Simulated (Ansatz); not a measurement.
SnTe (zincblende), relaxed with r2SCAN, was run in the PAW code Ansatz under altered settings. All numbers are computed, without spin polarisation but where a row says otherwise.

```
CELL_PARAMETERS angstrom
0.00000 3.58398 3.58398
3.58398 0.00000 3.58398
3.58398 3.58398 0.00000
ATOMIC_POSITIONS crystal
Sn 0.00000 0.00000 0.00000
Te 0.25000 0.25000 0.25000
```

The base run's other keys:
```yaml
kpoints:
  mp_grid: { grid: [4, 4, 4] }
hamiltonian:
  xc: hse06
scf:
  occupations: { method: fermi_dirac, width: 0.02 }
  n_extra_bands: 4
```

It takes 17 iterations with 1807 plane waves at 420 eV and 8 k points, and leaves a mean stress of -0.02 GPa. The gap over this mesh is 0.307 eV. It ran on 4 threads of Arm Neoverse N1, with other jobs on the host.

Outcomes, with energy and stress as changes against the base:
```tsv
setting	outcome	ΔF (meV/atom)	Δ mean stress (GPa)	gap on the mesh (eV)	iterations	wall time
PBE hybrid, exx coeff 0.3, omega 0.1 1/Å	converged	–	-0.1	0.649	22	21 s
PBE hybrid, exx coeff 0.2, omega 0.2078 1/Å	converged	–	+0.1	0.245	15	20 s
PBE hybrid, exx coeff 0.4, omega 0.2078 1/Å	converged	–	-0.2	0.505	20	23 s
PBE hybrid, exx coeff 0.3, unscreened	converged	–	-0.1	1.065	23	22 s
basis.ecutwfc: 600	converged	-1.2	0.0	0.306	18	35 s
```
A dash marks a value that wasn't obtained or can't be compared. Stress is positive in compression. The base took 20 s.

- PBE hybrid, exx coeff 0.3, omega 0.1 1/Å. That is 30 % exact exchange, screened with ω = 0.1 1/Å, against HSE06's 25 % screened at 0.208 1/Å. The mean stress moves by -0.1 GPa and the gap on the mesh by +0.342 eV (to 0.649). Totals of different functionals aren't comparable. The program warns that on this mesh the truncation of the exchange isn't bounded, so part of the change can be an error of the mesh.
- PBE hybrid, exx coeff 0.2, omega 0.2078 1/Å. That is 20 % exact exchange, screened with ω = 0.2078 1/Å, against HSE06's 25 % screened at 0.208 1/Å. The mean stress moves by +0.1 GPa and the gap on the mesh by -0.061 eV (to 0.245). Totals of different functionals aren't comparable.
- PBE hybrid, exx coeff 0.4, omega 0.2078 1/Å. That is 40 % exact exchange, screened with ω = 0.2078 1/Å, against HSE06's 25 % screened at 0.208 1/Å. The mean stress moves by -0.2 GPa and the gap on the mesh by +0.198 eV (to 0.505). Totals of different functionals aren't comparable.
- PBE hybrid, exx coeff 0.3, unscreened. That is 30 % exact exchange, at all ranges, against HSE06's 25 % screened at 0.208 1/Å. The mean stress moves by -0.1 GPa and the gap on the mesh by +0.759 eV (to 1.065). Totals of different functionals aren't comparable.

Spin-orbit coupling is left out, which matters wherever the heavy atoms make up the band edges.

The stress of a hybrid is loosely converged in these runs.

The meshes of the hybrids are coarse, so their gaps aren't converged to the digits shown.
